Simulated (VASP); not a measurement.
Here is a VASP 6.6.1 calculation.

File POSCAR:

```
Os
1.0
    2.7341000000      0.0000000000      0.0000000000
   -1.3670500000      2.3678000565      0.0000000000
    0.0000000000      0.0000000000      4.3197000000
Os
2
Direct
    0.6666666667      0.3333333333      0.7500000000
    0.3333333333      0.6666666667      0.2500000000
```

Contents of INCAR.step1:

```
SYSTEM = Os
ALGO = Normal
EDIFF = 1E-8
EDIFFG = -0.002
ENCUT = 600
IBRION = 2
ISIF = 3
ISMEAR = -1
LASPH = .True.
LCHARG = .False.
LREAL = .False.
LWAVE = .False.
NELM = 80
NSW = 40
PREC = Accurate
SIGMA = 0.05
```

File INCAR.step2:

```
SYSTEM = Os
ALGO = Normal
EDIFF = 1E-8
ENCUT = 600
IBRION = 6
ISIF = 3
ISMEAR = -1
LASPH = .True.
LCHARG = .False.
LREAL = .False.
LWAVE = .False.
NELM = 80
NFREE = 2
NSW = 1
POTIM = 0.015
PREC = Accurate
SIGMA = 0.05
```

The input KPOINTS:

```
k-points
0
Gamma
  8 8 5
  0 0 0
```

Potentials or basis: VASP PAW LDA potentials, release 64 (Os).

Run with:

```bash
$ cat potpaw_LDA.64/Os/POTCAR > POTCAR
$ cp INCAR.step1 INCAR
$ mpirun -np 1 vasp_std > vasp.out
$ cp CONTCAR POSCAR
$ cp INCAR.step2 INCAR
$ mpirun -np 1 vasp_std > vasp.out
```

Question: Estimate the Voigt bulk modulus.

Answer: 458 GPa.

Question: Predict the highest phonon frequency at Γ.

Answer: 230 cm⁻¹.

Question: Predict the space group after relaxing (to 0.05 Å).

Answer: P6_3/mmc (No. 194).

Elastic tensor in Voigt notation (GPa, in the Cartesian axes of the cell as first typed):
```
839 250 253   0   0   0
250 839 253   0   0   0
253 253 929   0   0   0
  0   0   0 301   0   0
  0   0   0   0 301   0
  0   0   0   0   0 294
```

Spin-orbit coupling is left out, which matters for the levels of Os.
